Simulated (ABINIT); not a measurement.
# Ta (Im-3m) in ABINIT: notebook

The runs below take Ta through equation of state, band structure, with rPW86PBE, r2SCAN.

Everything below comes from runs of ABINIT 10.8.3 (patched build). Logs are shortened: lines on timing, memory, paths and dates and some standing lists are left out, and cuts for length are marked. The log counts tension as positive stress, the text compression.

**The experiment to reproduce.**

From “Pressure effects on the electronic structure and superconductivity of (TaNb)0.67(HfZrTi)0.33 high entropy alloy”, 2019, arxiv:1910.08312, for a bulk crystal of Ta: bulk modulus 194 GPa.

How close the calculation comes is told below.

## 1. The structure

It takes space group Im-3m (No. 229, cubic). The conventional cell has a = 3.303 Å, b = 3.303 Å, c = 3.303 Å, α = 90.00°, β = 90.00°, γ = 90.00°. Ta (site symmetry m-3m) is surrounded by 8 Ta at 2.86 Å.

## 2. Equation of state, rPW86PBE

run.abi reads:

```
# Datasets: one volume each
ndtset 7
getwfk -1
scalecart1 3*0.9795861087
scalecart2 3*0.9864848297
scalecart3 3*0.9932883884
scalecart4 3*1.0000000000
scalecart5 3*1.0066227096
scalecart6 3*1.0131594038
scalecart7 3*1.0196128224

# Pseudopotentials
pp_dirpath "./"
pseudos "Ta.GGA_PBE-JTH.xml"

# Structure
acell 5.4048073095 5.4048073095 5.4048073095
rprim
    -0.5773502692     0.5773502692     0.5773502692
     0.5773502692    -0.5773502692     0.5773502692
     0.5773502692     0.5773502692    -0.5773502692
ntypat 1
znucl 73
natom 1
typat 1
xred
     0.0000000000     0.0000000000     0.0000000000

# Plane-wave basis
ecut 19.0
pawecutdg 38.0

# k points
kptopt 1
ngkpt 11 11 11
nshiftk 1
shiftk 0.0 0.0 0.0

# Exchange and correlation
ixc -144130

# Bands and occupations
nband 11
occopt 3
tsmear 0.00183747

# SCF cycle
nstep 100
tolvrs 1.0e-9

# Output
iomode 3
prtwf 1
prtden 0
prteig 0
prtebands 0
enunit 1
```

Potentials or basis: JTH PAW PBE v2.0.

Started as:

```sh
abinit run.abi > log 2>&1
```

run.abo:

```text
.Version 10.8.3 of ABINIT
 DATASET    1 : space group Im -3 m (#229); Bravais cI (body-center cubic)
================================================================================
 Values of the parameters that define the memory need for DATASET  1.
     intxc =       0    ionmov =       0      iscf =      17    lmnmax =      18
     lnmax =       6     mgfft =      24  mpssoang =       3    mqgrid =    3001
     natom =       1  nloc_mem =       2    nspden =       1   nspinor =       1
    nsppol =       1      nsym =      48    n1xccc =       1    ntypat =       1
    occopt =       3   xclevel =       2
       mpw =         470          nfft =       13824          nkpt =          56
 PAW method is used; the additional fine FFT grid is defined by:
   mgfftf=        30    nfftf =     27000
================================================================================
================================================================================

 DATASET    2 : space group Im -3 m (#229); Bravais cI (body-center cubic)
================================================================================
 Values of the parameters that define the memory need for DATASET  2.
     intxc =       0    ionmov =       0      iscf =      17    lmnmax =      18
     lnmax =       6     mgfft =      24  mpssoang =       3    mqgrid =    3001
     natom =       1  nloc_mem =       2    nspden =       1   nspinor =       1
    nsppol =       1      nsym =      48    n1xccc =       1    ntypat =       1
    occopt =       3   xclevel =       2
       mpw =         472          nfft =       13824          nkpt =          56
 PAW method is used; the additional fine FFT grid is defined by:
   mgfftf=        30    nfftf =     27000
================================================================================
================================================================================
[... 57 lines left out ...]
 DATASET    7 : space group Im -3 m (#229); Bravais cI (body-center cubic)
================================================================================
 Values of the parameters that define the memory need for DATASET  7.
     intxc =       0    ionmov =       0      iscf =      17    lmnmax =      18
     lnmax =       6     mgfft =      24  mpssoang =       3    mqgrid =    3001
     natom =       1  nloc_mem =       2    nspden =       1   nspinor =       1
    nsppol =       1      nsym =      48    n1xccc =       1    ntypat =       1
    occopt =       3   xclevel =       2
       mpw =         525          nfft =       13824          nkpt =          56
 PAW method is used; the additional fine FFT grid is defined by:
   mgfftf=        32    nfftf =     32768
================================================================================
================================================================================

--------------------------------------------------------------------------------
------------- Echo of variables that govern the present computation ------------
--------------------------------------------------------------------------------
 -outvars: echo values of preprocessed input variables --------
            acell      5.4048073095E+00  5.4048073095E+00  5.4048073095E+00 Bohr
              amu      1.80947900E+02
             ecut      1.90000000E+01 Hartree
           enunit           1
           getwfk          -1
                       outvar_i_n : Printing only first  50 k-points.
              ixc     -144130
           jdtset        1    2    3    4    5    6    7
                       outvar_i_n : Printing only first  50 k-points.
         kptrlatt       11    0    0      0   11    0      0    0   11
          kptrlen1     5.82392158E+01
          kptrlen2     5.86493646E+01
          kptrlen3     5.90538558E+01
          kptrlen4     5.94528804E+01
          kptrlen5     5.98466196E+01
          kptrlen6     6.02352449E+01
          kptrlen7     6.06189192E+01
            natom           1
            nband          11
           ndtset           7
            ngfft          24      24      24
          ngfftdg1         30      30      30
          ngfftdg2         30      30      30
          ngfftdg3         30      30      30
          ngfftdg4         30      30      30
          ngfftdg5         32      32      32
          ngfftdg6         32      32      32
          ngfftdg7         32      32      32
             nkpt          56
            nstep         100
             nsym          48
           ntypat           1
                       prtocc : prtvol=0, do not print more k-points.
           occopt           3
        pawecutdg      3.80000000E+01 Hartree
         pawxcdev           0
           prtden           0
        prtebands           0
           prteig           0
            rprim1    -5.6556430356E-01  5.6556430356E-01  5.6556430356E-01
                       5.6556430356E-01 -5.6556430356E-01  5.6556430356E-01
                       5.6556430356E-01  5.6556430356E-01 -5.6556430356E-01
            rprim2    -5.6954728199E-01  5.6954728199E-01  5.6954728199E-01
                       5.6954728199E-01 -5.6954728199E-01  5.6954728199E-01
                       5.6954728199E-01  5.6954728199E-01 -5.6954728199E-01
            rprim3    -5.7347531844E-01  5.7347531844E-01  5.7347531844E-01
                       5.7347531844E-01 -5.7347531844E-01  5.7347531844E-01
                       5.7347531844E-01  5.7347531844E-01 -5.7347531844E-01
            rprim4    -5.7735026920E-01  5.7735026920E-01  5.7735026920E-01
                       5.7735026920E-01 -5.7735026920E-01  5.7735026920E-01
                       5.7735026920E-01  5.7735026920E-01 -5.7735026920E-01
            rprim5    -5.8117389237E-01  5.8117389237E-01  5.8117389237E-01
                       5.8117389237E-01 -5.8117389237E-01  5.8117389237E-01
                       5.8117389237E-01  5.8117389237E-01 -5.8117389237E-01
            rprim6    -5.8494785453E-01  5.8494785453E-01  5.8494785453E-01
                       5.8494785453E-01 -5.8494785453E-01  5.8494785453E-01
                       5.8494785453E-01  5.8494785453E-01 -5.8494785453E-01
            rprim7    -5.8867373749E-01  5.8867373749E-01  5.8867373749E-01
                       5.8867373749E-01 -5.8867373749E-01  5.8867373749E-01
                       5.8867373749E-01  5.8867373749E-01 -5.8867373749E-01
          spgroup         229
           tolvrs      1.00000000E-09
           tsmear      1.83747000E-03 Hartree
            typat      1
           useylm           1
                       outvars : Printing only first  50 k-points.
            znucl       73.00000

================================================================================

 chkinp: Checking input parameters for consistency, jdtset=   1.

 chkinp: Checking input parameters for consistency, jdtset=   2.

 chkinp: Checking input parameters for consistency, jdtset=   3.

 chkinp: Checking input parameters for consistency, jdtset=   4.

 chkinp: Checking input parameters for consistency, jdtset=   5.

 chkinp: Checking input parameters for consistency, jdtset=   6.

 chkinp: Checking input parameters for consistency, jdtset=   7.

================================================================================
== DATASET  1 ==================================================================
[... 18 lines left out ...]
 getcut: wavevector=  0.0000  0.0000  0.0000  ngfft=  24  24  24
         ecut(hartree)=     19.000   => boxcut(ratio)=   2.31018

 getcut : COMMENT -
  Note that boxcut > 2.2 ; recall that boxcut=Gcut(box)/Gcut(sphere) = 2
  is sufficient for exact treatment of convolution.
  Such a large boxcut is a waste : you could raise ecut
  e.g. ecut=   25.350503 Hartrees makes boxcut=2

 Fine grid specifications (used for densities):

 getcut: wavevector=  0.0000  0.0000  0.0000  ngfft=  30  30  30
         ecut(hartree)=     38.000   => boxcut(ratio)=   2.04193

--- Pseudopotential description ------------------------------------------------
- pspini: atom type   1  psp file is ./Ta.GGA_PBE-JTH.xml
 Pseudopotential format is: paw10
 basis_size (lnmax)=  6 (lmn_size= 18), orbitals=   0   0   1   1   2   2
 Spheres core radius: rc_sph= 2.41973345
 Shapefunction is SIN type: shapef(r)=[sin(pi*r/rshp)/(pi*r/rshp)]**2
 Radius for shape functions =  2.11065461
 Compensation charge density is not taken into account in XC energy/potential

   9.99818744E+02                                ecore*ucvol(ha*bohr**3)
--------------------------------------------------------------------------------

[... 7 lines left out ...]

     iter   Etot(hartree)      deltaE(h)  residm     nres2
 ETOT  1  -57.491441396893    -5.749E+01 1.178E+01 2.158E+00
 ETOT  2  -58.955843955969    -1.464E+00 1.279E-01 1.933E+00
 ETOT  3  -58.947212379318     8.632E-03 9.046E-02 5.148E-01
 ETOT  4  -58.944116887981     3.095E-03 8.471E-03 3.375E-03
 ETOT  5  -58.944408603848    -2.917E-04 2.279E-03 1.027E-02
 ETOT  6  -58.944349657663     5.895E-05 6.171E-04 4.563E-04
 ETOT  7  -58.944349416752     2.409E-07 1.219E-03 5.561E-05
 ETOT  8  -58.944349110165     3.066E-07 2.041E-04 1.962E-06
 ETOT  9  -58.944349135881    -2.572E-08 2.963E-04 4.978E-07
 ETOT 10  -58.944349134173     1.707E-09 7.650E-05 2.142E-08
 ETOT 11  -58.944349134259    -8.584E-11 7.335E-05 3.030E-09
 ETOT 12  -58.944349134240     1.889E-11 4.012E-05 2.291E-10
[... 1130 lines left out ...]
--- !EnergyTermsWithPAWCore
iteration_state     : {dtset: 7, }
comment             : 'Components of total free energy, including PAW core contributions'
Total energy        : -1.56075493947789E+04
Total energy DC     : -1.56075493952957E+04
Total energy (eV)   : -4.24703054934555E+05
Total energy DC (eV): -4.24703054948617E+05
...

 Cartesian components of stress tensor (hartree/bohr^3)
  sigma(1 1)=  6.18769626E-05  sigma(3 2)=  0.00000000E+00
  sigma(2 2)=  6.18769626E-05  sigma(3 1)=  0.00000000E+00
  sigma(3 3)=  6.18769626E-05  sigma(2 1)=  0.00000000E+00

-Cartesian components of stress tensor (GPa)         [Pressure= -1.8205E+00 GPa]
- sigma(1 1)=  1.82048309E+00  sigma(3 2)=  0.00000000E+00
- sigma(2 2)=  1.82048309E+00  sigma(3 1)=  0.00000000E+00
- sigma(3 3)=  1.82048309E+00  sigma(2 1)=  0.00000000E+00

== END DATASET(S) ==============================================================
================================================================================

 -outvars: echo values of variables after computation  --------
            acell      5.4048073095E+00  5.4048073095E+00  5.4048073095E+00 Bohr
           etotal1    -5.8944349134E+01
           etotal2    -5.8946249213E+01
           etotal3    -5.8947698461E+01
           etotal4    -5.8948738902E+01
           etotal5    -5.8949403170E+01
           etotal6    -5.8949733134E+01
           etotal7    -5.8949757050E+01
            fcart1    -0.0000000000E+00 -0.0000000000E+00 -0.0000000000E+00
            fcart2    -0.0000000000E+00 -0.0000000000E+00 -0.0000000000E+00
            fcart3    -0.0000000000E+00 -0.0000000000E+00 -0.0000000000E+00
            fcart4    -0.0000000000E+00 -0.0000000000E+00 -0.0000000000E+00
            fcart5    -0.0000000000E+00 -0.0000000000E+00 -0.0000000000E+00
            fcart6    -0.0000000000E+00 -0.0000000000E+00 -0.0000000000E+00
            fcart7    -0.0000000000E+00 -0.0000000000E+00 -0.0000000000E+00
            rprim1    -5.6556430356E-01  5.6556430356E-01  5.6556430356E-01
                       5.6556430356E-01 -5.6556430356E-01  5.6556430356E-01
                       5.6556430356E-01  5.6556430356E-01 -5.6556430356E-01
            rprim2    -5.6954728199E-01  5.6954728199E-01  5.6954728199E-01
                       5.6954728199E-01 -5.6954728199E-01  5.6954728199E-01
                       5.6954728199E-01  5.6954728199E-01 -5.6954728199E-01
            rprim3    -5.7347531844E-01  5.7347531844E-01  5.7347531844E-01
                       5.7347531844E-01 -5.7347531844E-01  5.7347531844E-01
                       5.7347531844E-01  5.7347531844E-01 -5.7347531844E-01
            rprim4    -5.7735026920E-01  5.7735026920E-01  5.7735026920E-01
                       5.7735026920E-01 -5.7735026920E-01  5.7735026920E-01
                       5.7735026920E-01  5.7735026920E-01 -5.7735026920E-01
            rprim5    -5.8117389237E-01  5.8117389237E-01  5.8117389237E-01
                       5.8117389237E-01 -5.8117389237E-01  5.8117389237E-01
                       5.8117389237E-01  5.8117389237E-01 -5.8117389237E-01
            rprim6    -5.8494785453E-01  5.8494785453E-01  5.8494785453E-01
                       5.8494785453E-01 -5.8494785453E-01  5.8494785453E-01
                       5.8494785453E-01  5.8494785453E-01 -5.8494785453E-01
            rprim7    -5.8867373749E-01  5.8867373749E-01  5.8867373749E-01
                       5.8867373749E-01 -5.8867373749E-01  5.8867373749E-01
                       5.8867373749E-01  5.8867373749E-01 -5.8867373749E-01
           strten1    -8.6748631663E-04 -8.6748631663E-04 -8.6748631663E-04
                       0.0000000000E+00  0.0000000000E+00  0.0000000000E+00
           strten2    -6.7201561526E-04 -6.7201561526E-04 -6.7201561526E-04
                       0.0000000000E+00  0.0000000000E+00  0.0000000000E+00
           strten3    -4.9574704229E-04 -4.9574704229E-04 -4.9574704229E-04
                       0.0000000000E+00  0.0000000000E+00  0.0000000000E+00
           strten4    -3.3484792748E-04 -3.3484792748E-04 -3.3484792748E-04
                       0.0000000000E+00  0.0000000000E+00  0.0000000000E+00
           strten5    -1.9108938790E-04 -1.9108938790E-04 -1.9108938790E-04
                       0.0000000000E+00  0.0000000000E+00  0.0000000000E+00
           strten6    -5.9371396846E-05 -5.9371396846E-05 -5.9371396846E-05
                       0.0000000000E+00  0.0000000000E+00  0.0000000000E+00
           strten7     6.1876962580E-05  6.1876962580E-05  6.1876962580E-05
                       0.0000000000E+00  0.0000000000E+00  0.0000000000E+00
 Calculation completed.
```

It took 55 s on 1 thread of Arm Neoverse V2, shared host; peak memory 0.13 GiB.

Results:

| Item | Value |
| --- | --- |
| Equilibrium volume | 18.94 Å³/atom |
| Bulk modulus | 184 GPa |
| Pressure derivative of the bulk modulus | 4.1 |

Energy against volume, from the lowest point:
```tsv
volume (Å³/atom)	energy (meV/atom)
16.930	147.16
17.290	95.45
17.650	56.02
18.010	27.71
18.371	9.63
18.731	0.65
19.091	0.00
```

Caveat: pressures at fixed basis lie under the slope of the energies; the PAW data sets were made with another functional, which shifts forces and pressure a little. Spin-orbit coupling is left out, which matters for the levels of Ta.

(Continued in part 2 of 2.)
